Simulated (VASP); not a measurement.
# AlP (F-43m) in VASP: further runs, part 2 of 2

VASP 6.6.1. Earlier steps stand in the parts before.

## Step 5: Relaxation of cell and atoms, RPBE

Contents of INCAR:

```
  ALGO = Normal
  EDIFF = 1E-7
  EDIFFG = -0.005
  ENCUT = 600
  GGA = RP
  IBRION = 2
  ISIF = 3
  ISMEAR = 0
  LASPH = True
  LCHARG = False
  LREAL = False
  LWAVE = False
  NELM = 80
  NSW = 90
  PREC = Accurate
  SIGMA = 0.02
```

Contents of KPOINTS:

```
k-points
0
Gamma
  8 8 8
```

Contents of POSCAR:

```
AlP
1.0
    0.0000000000      2.7364837100      2.7364837100
    2.7364837100      0.0000000000      2.7364837100
    2.7364837100      2.7364837100      0.0000000000
Al P
1 1
Direct
    0.0000000000      0.0000000000      0.0000000000
    0.2500000000      0.2500000000      0.2500000000
```

Potentials or basis: VASP PAW PBE potentials, release 64 (Al, P).

Launch:

```bash
$ cat potpaw_PBE.64/Al/POTCAR potpaw_PBE.64/P/POTCAR > POTCAR
$ mpirun -np 1 vasp_std > vasp.out
```

OUTCAR:

```text
EDIFF = 1E-7
   EDIFFG = -0.005
   ENCUT = 600
   GGA = RP
   IBRION = 2
   ISIF = 3
   ISMEAR = 0
   LASPH = True
   LREAL = False
   NELM = 80
   NSW = 90
   PREC = Accurate

 ion  position               nearest neighbor table
   1  0.000  0.000  0.000-   2 2.37   2 2.37   2 2.37   2 2.37
   2  0.250  0.250  0.250-   1 2.37   1 2.37   1 2.37   1 2.37

  LATTYP: Found a face centered cubic cell.
 ALAT       =     5.4729674200

  Lattice vectors:

 A1 = (   0.0000000000,   2.7364837100,   2.7364837100)
 A2 = (   2.7364837100,   0.0000000000,   2.7364837100)
 A3 = (   2.7364837100,   2.7364837100,   0.0000000000)

Analysis of symmetry for initial positions (statically):
=====================================================================
 Subroutine PRICEL returns:
 Original cell was already a primitive cell.

 Routine SETGRP: Setting up the symmetry group for a
 face centered cubic supercell.

 Subroutine GETGRP returns: Found 24 space group operations
 (whereof 24 operations were pure point group operations)
 out of a pool of 48 trial point group operations.

The static configuration has the point symmetry T_d .

Analysis of symmetry for dynamics (positions and initial velocities):
=====================================================================
 Subroutine PRICEL returns:
 Original cell was already a primitive cell.

 Routine SETGRP: Setting up the symmetry group for a
 face centered cubic supercell.

 Subroutine GETGRP returns: Found 24 space group operations
 (whereof 24 operations were pure point group operations)
 out of a pool of 48 trial point group operations.

The dynamic configuration has the point symmetry T_d .

 Subroutine INISYM returns: Found 24 space group operations
 (whereof 24 operations are pure point group operations),
 and found     1 'primitive' translations

----------------------------------------------------------------------------------------

[... 131 lines left out ...]
--------------------------------------- Ionic step        1  -------------------------------------------

 number of electron       8.0000000 magnetization

 Free energy of the ion-electron system (eV)
  ---------------------------------------------------
  ext. energy  EPLUGINS =         0.00000000
  ---------------------------------------------------
  free energy    TOTEN  =        -9.82135895 eV

  energy without entropy =       -9.82135895  energy(sigma->0) =       -9.82135895

------------------------ aborting loop because EDIFF is reached ----------------------------------------

  FORCE on cell =-STRESS in cart. coord.  units (eV):
  Direction    XX          YY          ZZ          XY          YZ          ZX
  --------------------------------------------------------------------------------------
  -------------------------------------------------------------------------------------
  Total        0.7835928      0.7835928      0.7835928     -0.0000000      0.0000000     -0.0000000
  in kB       30.6332039     30.6332039     30.6332039     -0.0000000      0.0000000     -0.0000000
  external PRESSURE =      30.6332039 kB  Pullay stress =       0.0000000 kB
[... 59 lines left out ...]
--------------------------------------- Ionic step        3  -------------------------------------------

 number of electron       7.9999999 magnetization

 Free energy of the ion-electron system (eV)
  ---------------------------------------------------
  ext. energy  EPLUGINS =         0.00000000
  ---------------------------------------------------
  free energy    TOTEN  =        -9.83519872 eV

  energy without entropy =       -9.83519872  energy(sigma->0) =       -9.83519872

 E-fermi :   4.3776     XC(G=0):  -8.9170

 val. band max:        4.2694201851   @ k =   0.0000   0.0000   0.0000
 cond. band min:       6.0160118146   @ k =   0.5000   0.5000   0.0000
 fundamental gap:      1.7465916295
 Fermi energy:         4.3775832907

 k-point     1 :       0.0000    0.0000    0.0000
  band No.  band energies     occupation
      1      -6.9688      2.00000
      2       4.2694      2.00000
      3       4.2694      2.00000
      4       4.2694      2.00000
      5       7.3520      0.00000
      6       8.8029      0.00000
      7       8.8029      0.00000
      8       8.8029      0.00000
[... 243 lines left out ...]
 k-point    24 :      -0.3750    0.2500    0.1250
  band No.  band energies     occupation
      1      -5.1099      2.00000
      2      -0.7038      2.00000
      3       1.7994      2.00000
      4       2.8638      2.00000
      5       8.2254      0.00000
      6       8.8121      0.00000
      7      11.0536      0.00000
      8      11.8915      0.00000

 [... further k-points ...]

------------------------ aborting loop because EDIFF is reached ----------------------------------------

  FORCE on cell =-STRESS in cart. coord.  units (eV):
  Direction    XX          YY          ZZ          XY          YZ          ZX
  --------------------------------------------------------------------------------------
  -------------------------------------------------------------------------------------
  Total        0.0013199      0.0013199      0.0013199      0.0000000      0.0000000      0.0000000
  in kB        0.0497823      0.0497823      0.0497823      0.0000000      0.0000000      0.0000000
  external PRESSURE =       0.0497823 kB  Pullay stress =       0.0000000 kB
[... 17 lines left out ...]
  FREE ENERGIE OF THE ION-ELECTRON SYSTEM (eV)
  ---------------------------------------------------
  free  energy   TOTEN  =        -9.8351987208 eV

  energy  without entropy=       -9.8351987208  energy(sigma->0) =       -9.83519872

 reached required accuracy - stopping structural energy minimisation
```

CONTCAR:

```text
AlP
   1.00000000000000
     0.0000000000000000    2.7693578648541832    2.7693578648541832
     2.7693578648541832    0.0000000000000000    2.7693578648541832
     2.7693578648541832    2.7693578648541832   -0.0000000000000000
  Al              P
     1     1
Direct
     0.0000000000000000    0.0000000000000000    0.0000000000000000
     0.2500000000000000    0.2500000000000000    0.2500000000000000

  0.00000000E+00  0.00000000E+00  0.00000000E+00
  0.00000000E+00  0.00000000E+00  0.00000000E+00
```

Wall time 13 s (1 thread of Intel Xeon 6975P-C (Granite Rapids), shared host); peak memory 0.17 GiB.

Results:

| Property | Result |
| --- | --- |
| Free energy | -9.8352 eV |
| Relaxed volume | 21.24 Å³/atom |
| Relaxed cell | a = 3.916 Å, b = 3.916 Å, c = 3.916 Å, α = 60.00°, β = 60.00°, γ = 60.00° |
| Space group after relaxing (to 0.05 Å) | F-43m (No. 216) |
| Energy gained by relaxing | 6.9 meV/atom |
| Ionic steps | 3 |
| Pressure after relaxing | 0.0 GPa |
| Band gap on the k mesh | 1.75 eV, indirect (least direct gap 3.08 eV) |

The path:
```csv
step,energy change (eV),largest force (eV/Å),pressure (GPa),volume (Å³)
1,0.0000,0.0000,3.06,40.98
2,-0.0096,0.0000,-1.54,43.35
3,-0.0138,0.0000,0.00,42.48
```

Final structure:
```xyz
2
Lattice="0.0000 2.7694 2.7694 2.7694 0.0000 2.7694 2.7694 2.7694 0.0000" Properties=species:S:1:pos:R:3 pbc="T T T"
Al    0.0000    0.0000    0.0000
P     1.3847    1.3847    1.3847
```

Caveat: the PAW data sets were made with another functional, which shifts forces and pressure a little. A k mesh can miss the band edges.

## Step 6: Summary

| task | level | cell | k mesh | cutoff (eV) | mesh quality | gap on the mesh (eV) | pressure (GPa) | relaxed volume (Å³/atom) |
| --- | --- | --- | --- | --- | --- | --- | --- | --- |
| relaxation of cell and atoms | PBEsol | relaxed | 4 × 4 × 4 | 600 | coarse | 1.43 | 0.0 | 20.57 |
| single point | PBEsol | as given | 8 × 8 × 8 | 520 | not flagged | 1.45 | -0.1 | - |
| relaxation of cell and atoms | PBEsol | relaxed | 8 × 8 × 8 | 580 | not flagged | 1.45 | 0.0 | 20.47 |
| relaxation of cell and atoms | RPBE | relaxed | 8 × 8 × 8 | 600 | not flagged | 1.75 | 0.0 | 21.24 |

Alike in all rows: potentials or basis VASP PAW PBE potentials, release 64 (Al, P); no spin polarisation; smearing gaussian 0.02 eV.

Caveats: some runs use coarse meshes; the PAW data sets were made with another functional, which shifts forces and pressure a little.

Total energies depend on the potentials used, so only differences within one code and one set of settings carry meaning.

## Step 7: Comparison with measurements

Step 3. Measured gap of AlP: 2.505 eV (indirect; 4.2 K; a printed reference work, data compilation). This calculation gives 1.45 eV (-1.05 eV). The value is that of PBEsol on a finite k mesh, which can miss the band edges, without temperature or zero-point motion. Semilocal functionals fall short of measured gaps as a rule. The cell is a database's relaxed one, not the measured one, which moves gaps too.
